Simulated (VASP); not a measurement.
# Settings for Ca: self-consistent run

Ca, Im-3m (no. 229), 1 atom in the cell. RPBE; PAW potentials Ca_sv (PBE set). VASP 6.6.1.

Wanted: energy within 0.2 meV/atom; Fermi level within 0.005 eV.

What the run is for: comparing ways to start; Accuracy asked: tight.

POSCAR:
```
Ca
1.0
   -2.2400000000      2.2400000000      2.2400000000
    2.2400000000     -2.2400000000      2.2400000000
    2.2400000000      2.2400000000     -2.2400000000
Ca
1
Direct
    0.0000000000      0.0000000000      0.0000000000
```

## How the run starts (with a second run first, the time holds both)

| How the run starts (with a second run first, the time holds both) | Energy less reference (meV/atom) | Fermi level (eV) | Time (s) |
|---|---|---|---|
| from scratch: 12 SCF iterations | 0.00 | 1.8768 | 21 |
| density of a coarse mesh (ICHARG 1): 12 + 9 SCF iterations | 0.00 | 1.8768 | 24 |
| orbitals of a lower cutoff (ISTART 1): 12 + 6 SCF iterations | 0.00 | 1.8768 | 22 |
| orbitals of a loose run: 8 + 2 SCF iterations | 0.00 | 1.8766 | 13 |

## Question

For each series: keep the first row unless others stay within the tolerance and take at least 30 % less time, and then take the fastest.

## Answer

- How the run starts (with a second run first, the time holds both): orbitals of a loose run: 8 + 2 SCF iterations

## All choices together

| Input | Energy less reference (meV/atom) | Fermi level (eV) | Time (s) |
|---|---|---|---|
| chosen settings | 0.00 | 1.8766 | 13 |
| reference settings throughout | 0.00 | 1.8768 | 21 |

The tolerance is met.

## The input

INCAR.step1:
```
GGA = RP
ISMEAR = 1
SIGMA = 0.1
LWAVE = True
LCHARG = True
ISIF = 2
PREC = Normal
LASPH = True
LREAL = False
ALGO = Normal
EDIFF = 0.001
NELM = 120
GGA_COMPAT = False
ENCUT = 400
```

INCAR.step2:
```
GGA = RP
ISMEAR = 1
SIGMA = 0.1
LWAVE = False
LCHARG = False
ISIF = 2
PREC = Accurate
LASPH = True
LREAL = False
ALGO = Normal
EDIFF = 1E-6
NELM = 120
GGA_COMPAT = False
ENCUT = 400
ISTART = 1
```

KPOINTS:
```
k-points
0
Gamma
  10 10 10
```

Commands (each step's output is kept before the next begins):
```
cat potpaw_PBE.64/Ca_sv/POTCAR > POTCAR
cp INCAR.step1 INCAR
mpirun -np 1 vasp_std > vasp.out
cp INCAR.step2 INCAR
mpirun -np 1 vasp_std > vasp.out
```

The chosen input took VASP 6.6.1 13 s on 1 core (Intel Xeon Platinum 8375C @ 2.90GHz (Ice Lake)), a shared host.

## An input that fails: restart asked without its files

VASP's message: ERROR: charge density could not be read from file CHGCAR for ICHARG>10.

Changes against the starting input:
```
- NELM = 120
+ NELM = 60
+ ICHARG = 11
```
